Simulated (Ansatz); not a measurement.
# AgI: the cost of one run

Program: Ansatz 0.2.0. Level of theory: reference: DFT, HSE06, plane waves, PAW. These are calculated values, not measurements.

2 further runs of the same task are left out: 2 that didn't finish.

## 1. The structure to begin with

It takes space group F-43m (No. 216, cubic). Conventional cell: a = 6.577 Å, b = 6.577 Å, c = 6.577 Å, α = 90.00°, β = 90.00°, γ = 90.00°. Ag (site symmetry -43m) is surrounded by 4 I at 2.85 Å. I (site symmetry -43m) has 4 Ag at 2.85 Å as nearest neighbours.

Coordinates:

```
Ag I
1.0
     0.00000    3.28857    3.28857
     3.28857    0.00000    3.28857
     3.28857    3.28857    0.00000
Ag I
1 1
Direct
  0.00000 0.00000 0.00000
  0.25000 0.25000 0.25000
```

## 2. The reference run

The input, input.yaml:

```yaml
crystal:
  lattice:
    - [0.0, 3.2885749246, 3.2885749246]
    - [3.2885749246, 0.0, 3.2885749246]
    - [3.2885749246, 3.2885749246, 0.0]
  atoms:
    - { symbol: Ag, position: [0.0, 0.0, 0.0] }
    - { symbol: I, position: [0.25, 0.25, 0.25] }
kpoints:
  mp_grid: { grid: [4, 4, 4] }
hamiltonian:
  xc: hse06
scf:
  occupations: { method: fixed }
  n_extra_bands: 4
output:
  forces: true
  stress: true
  eigenvalues: true
  write_density: true
  write_potential: true
  elf: true
  volumetric_format: npy
```

Launch:

```
> ansatz run input.yaml --threads 4 --pin off --max-ram 3686MiB --backend cpu --events-out ev --progress --plain --runs-dir out
```

Q: Estimate wall time and peak memory on 4 threads of Arm Neoverse N1, shared host.

About 15 s, with a peak of 0.99 GiB.
